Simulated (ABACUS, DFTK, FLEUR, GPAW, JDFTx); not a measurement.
## Fitting the PBEsol energy curve of KBr

The structure is cubic, space group Fm-3m (No. 225). Conventional cell: a = 6.600 Å, b = 6.600 Å, c = 6.600 Å, α = 90.00°, β = 90.00°, γ = 90.00°. Br (site symmetry m-3m) has 6 K at 3.30 Å as nearest neighbours. K (site symmetry m-3m) has 6 Br at 3.30 Å as nearest neighbours.

The cell was scaled at fixed shape and fractions and run with JDFTx, PseudoDojo-SR-PBEsol-0.4.1-standard with smoothed tails, cutoff 1007 eV; PBEsol, k mesh 7 × 7 × 7 on the cell of 2 atoms, fermi-dirac occupations of 0.05 eV, no spin polarisation, no spin-orbit coupling. Energies are those that the program minimises, any entropy of the smearing included.

| V (Å³/atom) | energy over the lowest row (meV/atom) |
| --- | --- |
| 33.7808 | 2.579 |
| 34.4995 | ? |
| 35.2183 | 0.000 |
| 35.9370 | 0.886 |
| 36.6557 | 2.999 |
| 37.3745 | 6.202 |
| 38.0932 | 10.365 |

Task: Fit the third-order Birch-Murnaghan form, give V0, B0 and B′, and predict the energy left open.

Result: With y = (V0/V)^(2/3), E = E0 + (9 V0 B0/16) [(y - 1)³ B′ + (y - 1)² (6 - 4y)]. Least squares through the rows shown give V0 = 35.1060 Å³/atom, E0 = -0.017 meV, B0 = 15.40 GPa (1 eV/Å³ = 160.218 GPa) and B′ = 4.98, with a largest miss of 0.001 meV. At V = 34.4995 the form with these constants gives 0.504 meV; the run gave 0.506 meV an atom. Other set-ups at this level, from all their volumes (Å³/atom, GPa): ABACUS, PseudoDojo NC SR 0.4.1 PBEsol standard, plane waves: V0 35.105, B0 15.4; DFTK, PseudoDojo SR PBEsol 0.4.1 standard (PBEsol): V0 35.106, B0 15.4; FLEUR, all-electron, FLAPW: V0 35.128, B0 15.4; GPAW, PAW data sets generated for this functional: V0 35.123, B0 15.4. Measured volume: 35.91 Å³/atom at 298.15 K (a printed reference work), so the fit lies -2.2 % from it. The runs are for a static lattice.
